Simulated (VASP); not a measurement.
# AgCl (Chlorargyrite) (Fm-3m) in VASP: further runs

Aim: see how the results for AgCl (Chlorargyrite) move with the level of theory and the settings. Levels: PBEsol, PBE. Tasks: relaxation of the atoms, single point, relaxation of cell and atoms.

Program: VASP 6.6.1. These are calculated values, not measurements. Logs are shortened: lines on timing, memory, paths and dates and some standing lists are left out, and cuts for length are marked.

**The experiment to reproduce.**

From a printed reference work, data compilation, for a bulk crystal of AgCl: band gap 3.249 eV (indirect).

How close the calculation comes is told below.

## Step 1: The crystal as given

Symmetry: Fm-3m, No. 225, cubic system. The conventional cell has a = 5.470 Å, b = 5.470 Å, c = 5.470 Å, α = 90.00°, β = 90.00°, γ = 90.00°. Ag (site symmetry m-3m) has 6 Cl at 2.73 Å as nearest neighbours. Cl (site symmetry m-3m) has 6 Ag at 2.73 Å as nearest neighbours.

## Step 2: Relaxation of the atoms, PBEsol (a relaxed cell with its volume scaled by 1.04)

INCAR reads:

```
PREC     = Accurate       # precision mode
ENCUT    = 600            # plane-wave cutoff, eV
EDIFF    = 1E-7           # SCF threshold, eV
ISMEAR   = 0              # smearing method
SIGMA    = 0.03           # smearing width, eV
LREAL    = False          # projectors in reciprocal space
LASPH    = True           # aspherical terms in the spheres
NELM     = 80             # most SCF steps
ALGO     = Fast           # electronic algorithm
ISIF     = 2              # what is computed and relaxed
LWAVE    = False          # write WAVECAR
LCHARG   = False          # write CHGCAR
GGA      = PS             # functional
IBRION   = 2              # ionic algorithm
NSW      = 40             # ionic steps
EDIFFG   = -0.01          # ionic threshold
```

KPOINTS reads:

```
regular mesh
0
Gamma
  8 8 8
```

POSCAR reads:

```
AgCl                                    
1.0
    0.0000000000      2.7583173560      2.7583173560
    2.7583173560      0.0000000000      2.7583173560
    2.7583173560      2.7583173560      0.0000000000
  Ag              Cl            
     1     1
Direct
     0.0000000000000000    0.0000000000000000    0.0000000000000000
     0.5000000000000000    0.5000000000000000    0.5000000000000000
```

Potentials or basis: VASP PAW PBE potentials, release 64 (Ag, Cl).

On the command line:

```bash
$ cat potpaw_PBE.64/Ag/POTCAR potpaw_PBE.64/Cl/POTCAR > POTCAR
$ mpirun -np 1 vasp_std > vasp.out
```

OUTCAR:

```text
PREC = Accurate
   ENCUT = 600
   EDIFF = 1E-7
   ISMEAR = 0
   LREAL = False
   LASPH = True
   NELM = 80
   ISIF = 2
   GGA = PS
   IBRION = 2
   NSW = 40
   EDIFFG = -0.01

 ion  position               nearest neighbor table
   1  0.000  0.000  0.000-   2 2.76   2 2.76   2 2.76   2 2.76   2 2.76   2 2.76
   2  0.500  0.500  0.500-   1 2.76   1 2.76   1 2.76   1 2.76   1 2.76   1 2.76

  LATTYP: Found a face centered cubic cell.
 ALAT       =     5.5166347120

  Lattice vectors:

 A1 = (   0.0000000000,   2.7583173560,   2.7583173560)
 A2 = (   2.7583173560,   0.0000000000,   2.7583173560)
 A3 = (   2.7583173560,   2.7583173560,   0.0000000000)

Analysis of symmetry for initial positions (statically):
=====================================================================
 Subroutine PRICEL returns:
 Original cell was already a primitive cell.

 Routine SETGRP: Setting up the symmetry group for a
 face centered cubic supercell.

 Subroutine GETGRP returns: Found 48 space group operations
 (whereof 48 operations were pure point group operations)
 out of a pool of 48 trial point group operations.

The static configuration has the point symmetry O_h .

Analysis of symmetry for dynamics (positions and initial velocities):
=====================================================================
 Subroutine PRICEL returns:
 Original cell was already a primitive cell.

 Routine SETGRP: Setting up the symmetry group for a
 face centered cubic supercell.

 Subroutine GETGRP returns: Found 48 space group operations
 (whereof 48 operations were pure point group operations)
 out of a pool of 48 trial point group operations.

The dynamic configuration has the point symmetry O_h .

 Subroutine INISYM returns: Found 48 space group operations
 (whereof 48 operations are pure point group operations),
 and found     1 'primitive' translations

----------------------------------------------------------------------------------------

                                     Primitive cell

  volume of cell :      41.9723

  direct lattice vectors                    reciprocal lattice vectors
     0.000000000  2.758317356  2.758317356    -0.181269932  0.181269932  0.181269932
     2.758317356  0.000000000  2.758317356     0.181269932 -0.181269932  0.181269932
     2.758317356  2.758317356  0.000000000     0.181269932  0.181269932 -0.181269932

  length of vectors
     3.900849814  3.900849814  3.900849814     0.313968732  0.313968732  0.313968732

  position of ions in fractional coordinates (direct lattice)
     0.000000000  0.000000000  0.000000000
     0.500000000  0.500000000  0.500000000

  ion indices of the primitive-cell ions
   primitive index   ion index
                 1           1
                 2           2

----------------------------------------------------------------------------------------

 KPOINTS: regular mesh

Automatic generation of k-mesh.
 Grid dimensions read from file:
 generate k-points for:    8    8    8

 Generating k-lattice:

  Cartesian coordinates                     Fractional coordinates (reciprocal lattice)
    -0.022658742  0.022658742  0.022658742     0.125000000  0.000000000  0.000000000
     0.022658742 -0.022658742  0.022658742     0.000000000  0.125000000  0.000000000
     0.022658742  0.022658742 -0.022658742     0.000000000  0.000000000  0.125000000

  Length of vectors
     0.039246092  0.039246092  0.039246092

  Shift w.r.t. Gamma in fractional coordinates (k-lattice)
     0.000000000  0.000000000  0.000000000

 Subroutine IBZKPT returns following result:
 ===========================================

 Found     29 irreducible k-points:

 Following reciprocal coordinates:
            Coordinates               Weight
  0.000000  0.000000  0.000000      1.000000
  0.125000  0.000000  0.000000      8.000000
  0.250000  0.000000  0.000000      8.000000
  0.375000  0.000000  0.000000      8.000000
  0.500000  0.000000  0.000000      4.000000
  0.125000  0.125000  0.000000      6.000000
[... 16 lines left out ...]
  0.500000  0.250000  0.125000     48.000000
 -0.375000  0.250000  0.125000     24.000000
 [... further k-points ...]
   k-points           NKPTS =     29   k-points in BZ     NKDIM =     29   number of bands    NBANDS=     13
   number of dos      NEDOS =    301   number of ions     NIONS =      2
   total plane-waves  NPLWV =  32768
   dimension x,y,z NGX =    32 NGY =   32 NGZ =   32
   dimension x,y,z NGXF=    64 NGYF=   64 NGZF=   64
   ions per type =               1   1
   NGX,Y,Z   is equivalent  to a cutoff of  13.64, 13.64, 13.64 a.u.
   NGXF,Y,Z  is equivalent  to a cutoff of  27.28, 27.28, 27.28 a.u.
 SYSTEM =  unknown system
   PREC   = accura    normal or accurate (medium, high low for compatibility)
   ISTART =      0    job   : 0-new  1-cont  2-samecut
   ICHARG =      2    charge: 1-file 2-atom 10-const
   ISPIN  =      1    spin polarized calculation?
   LNONCOLLINEAR =      F non collinear calculations
   LSORBIT =      F    spin-orbit coupling
   LASPH  =      T    aspherical Exc in radial PAW
   ENCUT  =  600.0 eV  44.10 Ry    6.64 a.u.   7.79  7.79  7.79*2*pi/ulx,y,z
   NELM   =     80;   NELMIN=  2; NELMDL= -5     # of ELM steps
   EDIFF  = 0.1E-06   stopping-criterion for ELM
   LREAL  =      F    real-space projection
   EDIFFG = -.1E-01   stopping-criterion for IOM
   NSW    =     40    number of steps for IOM
   IBRION =      2    ionic relax: 0-MD 1-quasi-New 2-CG
   NFREE  =      1    steps in history (QN), initial steepest desc. (CG)
   ISIF   =      2    stress and relaxation
   ISYM   =      2    0-nonsym 1-usesym 2-fastsym
   POTIM  = 0.5000    time-step for ionic-motion
   TEBEG  =    0.0;   TEEND  =   0.0 temperature during run
   PSTRESS=    0.0 pullay stress
   NELECT =      18.0000    total number of electrons
   NUPDOWN=      -1.0000    fix difference up-down
   EMIN   =  10.00;   EMAX   =-10.00  energy-range for DOS
   EFERMI =   0.00;   METHOD = LEGACY
   ISMEAR =     0;   SIGMA  =   0.03  broadening in eV -4-tet -1-fermi 0-gaus
   EFERMI_NEDOS =   21; number of points for ismear=-14 and -15
   IALGO  =     68    algorithm
   IMIX   =      4    mixing-type and parameters
     AMIX     =   0.40;   BMIX     =  1.00
     AMIX_MAG =   1.60;   BMIX_MAG =  1.00
  volume/ion in A,a.u.               =      20.99       141.62
  Fermi-wavevector in a.u.,A,eV,Ry     =   1.234558  2.332976 20.737089  1.524133
  Thomas-Fermi vector in A             =   2.369243
   LORBIT       =      0    0 simple, 1 ext, 2 COOP (PROOUT), +10 PAW based schemes
   GGA     = PS    functional components
   LHFCALC =     F    Hartree Fock is set to
   AEXX    =    0.0000 exact exchange contribution
   IVDW    =     0    specifies the selected vdW correction
   LEPSILON=     F    determine dielectric tensor
   LRPA    =     F    only Hartree local field effects (RPA)
 conjugate gradient relaxation of ions
 non-spin polarized calculation
 RMM-DIIS sequential band-by-band and
 Gauss-broadening in eV      SIGMA  =   0.03
  energy-cutoff  :      600.00
  volume of cell :       41.97
 maximum number of plane-waves:      1424
   NGX = 15   NGY = 15   NGZ = 15

 number of electron      18.0000001 magnetization

 Free energy of the ion-electron system (eV)
  ---------------------------------------------------
  ext. energy  EPLUGINS =         0.00000000
  ---------------------------------------------------
  free energy    TOTEN  =        -6.05141071 eV

  energy without entropy =       -6.05141071  energy(sigma->0) =       -6.05141071

 E-fermi :   4.0758     XC(G=0): -10.2999

 val. band max:        3.9183955559   @ k =   0.5000   0.0000   0.0000
 cond. band min:       4.6451415899   @ k =   0.0000   0.0000   0.0000
 fundamental gap:      0.7267460340
 Fermi energy:         4.0757891672

 k-point     1 :       0.0000    0.0000    0.0000
  band No.  band energies     occupation
      1     -11.3332      2.00000
      2       1.3765      2.00000
      3       1.3765      2.00000
      4       1.3765      2.00000
      5       1.4170      2.00000
      6       1.4170      2.00000
      7       1.5192      2.00000
      8       1.5192      2.00000
      9       1.5192      2.00000
     10       4.6451      0.00000
     11      14.6577      0.00000
     12      14.6577      0.00000
     13      14.6577      0.00000

 k-point     2 :       0.1250    0.0000    0.0000
  band No.  band energies     occupation
      1     -11.2689      2.00000
      2       0.6419      2.00000
      3       0.7136      2.00000
      4       0.7136      2.00000
      5       1.4343      2.00000
      6       1.4343      2.00000
      7       1.6761      2.00000
      8       2.2946      2.00000
      9       2.2946      2.00000
     10       5.3882      0.00000
     11      13.2372      0.00000
     12      14.3207      0.00000
     13      14.3208      0.00000

 k-point     3 :       0.2500    0.0000    0.0000
  band No.  band energies     occupation
      1     -11.1067      2.00000
      2      -0.4316      2.00000
      3       0.1231      2.00000
      4       0.1231      2.00000
      5       1.5685      2.00000
      6       1.5685      2.00000
      7       1.8317      2.00000
      8       3.0831      2.00000
      9       3.0831      2.00000
     10       6.7236      0.00000
     11      11.5758      0.00000
     12      12.9836      0.00000
     13      12.9836      0.00000

 k-point     4 :       0.3750    0.0000    0.0000
  band No.  band energies     occupation
      1     -10.9335      2.00000
      2      -1.2401      2.00000
      3      -0.2527      2.00000
      4      -0.2527      2.00000
      5       1.7085      2.00000
      6       1.7085      2.00000
      7       2.0066      2.00000
      8       3.6847      2.00000
      9       3.6847      2.00000
     10       7.6875      0.00000
     11      10.6122      0.00000
     12      11.8455      0.00000
     13      11.8455      0.00000

 k-point     5 :       0.5000    0.0000    0.0000
  band No.  band energies     occupation
      1     -10.8580      2.00000
      2      -1.5374      2.00000
      3      -0.3814      2.00000
      4      -0.3814      2.00000
      5       1.7684      2.00000
      6       1.7684      2.00000
      7       2.0911      2.00000
      8       3.9184      2.00000
      9       3.9184      2.00000
     10       7.9085      0.00000
     11      10.4453      0.00000
     12      11.4180      0.00000
     13      11.4180      0.00000
[... 257 lines left out ...]
 k-point    22 :       0.3750    0.2500    0.1250
  band No.  band energies     occupation
      1     -11.0076      2.00000
      2      -0.8165      2.00000
      3       0.0366      2.00000
      4       0.4022      2.00000
      5       1.4748      2.00000
      6       1.6895      2.00000
      7       2.1264      2.00000
      8       2.1313      2.00000
      9       3.3194      2.00000
     10       7.6798      0.00000
     11      10.7430      0.00000
     12      11.9098      0.00000
     13      13.2162      0.00000

 k-point    23 :       0.5000    0.2500    0.1250
  band No.  band energies     occupation
      1     -10.8840      2.00000
      2      -1.0383      2.00000
      3      -0.2645      2.00000
      4      -0.0116      2.00000
      5       1.6021      2.00000
      6       1.7758      2.00000
      7       2.0381      2.00000
      8       2.5549      2.00000
      9       3.5156      2.00000
     10       8.4105      0.00000
     11       9.8705      0.00000
     12      11.7152      0.00000
     13      12.6098      0.00000

 k-point    24 :      -0.3750    0.2500    0.1250
  band No.  band energies     occupation
      1     -10.8312      2.00000
      2      -1.1067      2.00000
      3      -0.3226      2.00000
      4      -0.2657      2.00000
      5       1.6977      2.00000
      6       1.7697      2.00000
      7       2.0268      2.00000
      8       2.8849      2.00000
      9       3.4046      2.00000
     10       8.8112      0.00000
     11       9.3958      0.00000
     12      11.8726      0.00000
     13      12.3145      0.00000

 [... further k-points ...]

------------------------ aborting loop because EDIFF is reached ----------------------------------------

  FORCE on cell =-STRESS in cart. coord.  units (eV):
  Direction    XX          YY          ZZ          XY          YZ          ZX
  --------------------------------------------------------------------------------------
  -------------------------------------------------------------------------------------
  Total       -0.5250276     -0.5250276     -0.5250276      0.0000000     -0.0000000      0.0000000
  in kB      -20.0414923    -20.0414923    -20.0414923      0.0000000     -0.0000000      0.0000000
  external PRESSURE =     -20.0414923 kB  Pullay stress =       0.0000000 kB

 VOLUME and BASIS-vectors are now :
 -----------------------------------------------------------------------------
  energy-cutoff  :      600.00
  volume of cell :       41.97
      direct lattice vectors                 reciprocal lattice vectors
     0.000000000  2.758317356  2.758317356    -0.181269932  0.181269932  0.181269932
     2.758317356  0.000000000  2.758317356     0.181269932 -0.181269932  0.181269932
     2.758317356  2.758317356  0.000000000     0.181269932  0.181269932 -0.181269932

 POSITION                                       TOTAL-FORCE (eV/Angst)
 -----------------------------------------------------------------------------------
      0.00000      0.00000      0.00000         0.000000      0.000000      0.000000
      2.75832      2.75832      2.75832        -0.000000     -0.000000     -0.000000
 -----------------------------------------------------------------------------------
    total drift:                                0.000000     -0.000000     -0.000000

  FREE ENERGIE OF THE ION-ELECTRON SYSTEM (eV)
  ---------------------------------------------------
  free  energy   TOTEN  =        -6.0514107057 eV

  energy  without entropy=       -6.0514107057  energy(sigma->0) =       -6.05141071

 reached required accuracy - stopping structural energy minimisation
```

Run time: 11 s. Hardware: 1 thread of AMD EPYC 9R45 (Zen 5), shared host; peak memory 0.15 GiB.

What came out:

```
Free energy             : -6.0514 eV
Pressure after relaxing : -2.0 GPa
Band gap on the k mesh  : 0.73 eV, indirect (least direct gap 3.09 eV)
```

Final structure:
```cif
data_structure
_symmetry_space_group_name_H-M 'P 1'
_symmetry_Int_Tables_number 1
_cell_length_a 3.9008
_cell_length_b 3.9008
_cell_length_c 3.9008
_cell_angle_alpha 60.000
_cell_angle_beta 60.000
_cell_angle_gamma 60.000
_cell_volume 41.97
loop_
_atom_site_label
_atom_site_type_symbol
_atom_site_fract_x
_atom_site_fract_y
_atom_site_fract_z
_atom_site_occupancy
Ag1 Ag 0.00000 0.00000 0.00000 1
Cl1 Cl 0.50000 0.50000 0.50000 1
```

Levels at points of the mesh, in eV from the valence-band top:
```csv
k point,band 7,band 8,band 9,band 10,band 11,band 12
"(0.00, 0.00, 0.00)",-2.40,-2.40,-2.40,0.73,10.74,10.74
"(0.50, 0.00, 0.00)",-1.83,0.00,0.00,3.99,6.53,7.50
"(0.50, 0.50, 0.00)",-2.02,-2.02,-1.93,2.21,7.83,8.51
```

Caveat: the relaxation stopped at its first step, so nothing moved; the PAW data sets were made with another functional, which shifts forces and pressure a little. A k mesh can miss the band edges.

## Step 3: Relaxation of the atoms, PBEsol (a relaxed cell with its volume scaled by 1.06)

INCAR is that of step 2.

KPOINTS is that of step 2.

POSCAR reads:

```
AgCl                                    
1.0
    0.0000000000      2.7758867301      2.7758867301
    2.7758867301      0.0000000000      2.7758867301
    2.7758867301      2.7758867301      0.0000000000
  Ag              Cl            
     1     1
Direct
     0.0000000000000000    0.0000000000000000    0.0000000000000000
     0.5000000000000000    0.5000000000000000    0.5000000000000000
```

Potentials or basis: VASP PAW PBE potentials, release 64 (Ag, Cl).

On the command line:

```bash
$ cat potpaw_PBE.64/Ag/POTCAR potpaw_PBE.64/Cl/POTCAR > POTCAR
$ mpirun -np 1 vasp_std > vasp.out
```

Run time: 11 s. Hardware: 1 thread of AMD EPYC 9R45 (Zen 5), shared host; peak memory 0.15 GiB.

It converged, with:

```yaml
Free_energy: -6.0395 eV
Pressure_after_relaxing: -2.8 GPa
Band_gap_on_the_k_mesh: 0.73 eV, indirect (least direct gap 3.03 eV)
```

Final structure:
```cif
data_structure
_symmetry_space_group_name_H-M 'P 1'
_symmetry_Int_Tables_number 1
_cell_length_a 3.9257
_cell_length_b 3.9257
_cell_length_c 3.9257
_cell_angle_alpha 60.000
_cell_angle_beta 60.000
_cell_angle_gamma 60.000
_cell_volume 42.78
loop_
_atom_site_label
_atom_site_type_symbol
_atom_site_fract_x
_atom_site_fract_y
_atom_site_fract_z
_atom_site_occupancy
Ag1 Ag 0.00000 0.00000 0.00000 1
Cl1 Cl 0.50000 0.50000 0.50000 1
```

Levels at points of the mesh, in eV from the valence-band top:
```tsv
k point	band 6	band 7	band 8	band 9	band 10	band 11	band 12	band 13
(0.00, 0.00, 0.00)	-2.42	-2.32	-2.32	-2.32	0.73	10.75	10.75	10.75
(0.50, 0.00, 0.00)	-2.09	-1.78	0.00	0.00	4.04	6.42	7.54	7.54
(0.50, 0.50, 0.00)	-2.23	-1.97	-1.97	-1.89	2.24	7.86	8.45	11.34
```

Caveat: the relaxation stopped at its first step, so nothing moved; the PAW data sets were made with another functional, which shifts forces and pressure a little. A k mesh can miss the band edges.

## Step 4: Single point, PBE

INCAR reads:

```
PREC = Accurate ; ENCUT = 520
EDIFF = 1E-6 ; ISMEAR = 0
SIGMA = 0.03 ; LREAL = F
LASPH = T ; NELM = 80
ALGO = Normal ; ISIF = 2
LWAVE = F ; LCHARG = F
GGA = PE ; KPAR = 4
```

KPOINTS reads:

```
regular mesh
0
Gamma
  6 6 6
```

POSCAR reads:

```
AgCl
1.0
    0.0000000000      2.7350000000      2.7350000000
    2.7350000000      0.0000000000      2.7350000000
    2.7350000000      2.7350000000      0.0000000000
Ag Cl
1 1
Direct
    0.0000000000      0.0000000000      0.0000000000
    0.5000000000      0.5000000000      0.5000000000
```

On the command line:

```bash
$ cat potpaw_PBE.64/Ag/POTCAR potpaw_PBE.64/Cl/POTCAR > POTCAR
$ mpirun -np 4 vasp_std > vasp.out
```

It took 8.9 s on 4 MPI ranks of Intel Xeon Platinum 8259CL at 2.50GHz (Skylake/Cascade Lake), shared host; peak memory 0.15 GiB.

It converged, with:

```
Free energy            : -5.3650 eV
Pressure               : 3.8 GPa
Band gap on the k mesh : 0.90 eV, indirect (least direct gap 3.40 eV)
```

Levels at points of the mesh, in eV from the valence-band top:
| k point | band 6 | band 7 | band 8 | band 9 | band 10 | band 11 | band 12 | band 13 |
| --- | --- | --- | --- | --- | --- | --- | --- | --- |
| (0.00, 0.00, 0.00) | -2.57 | -2.50 | -2.50 | -2.50 | 0.90 | 10.84 | 10.84 | 10.84 |
| (0.50, 0.00, 0.00) | -2.21 | -1.87 | 0.00 | 0.00 | 4.13 | 6.77 | 7.59 | 7.59 |
| (0.50, 0.50, 0.00) | -2.36 | -2.08 | -2.08 | -1.96 | 2.31 | 7.96 | 8.77 | 11.73 |

(Part 1 of 2 ends here.)
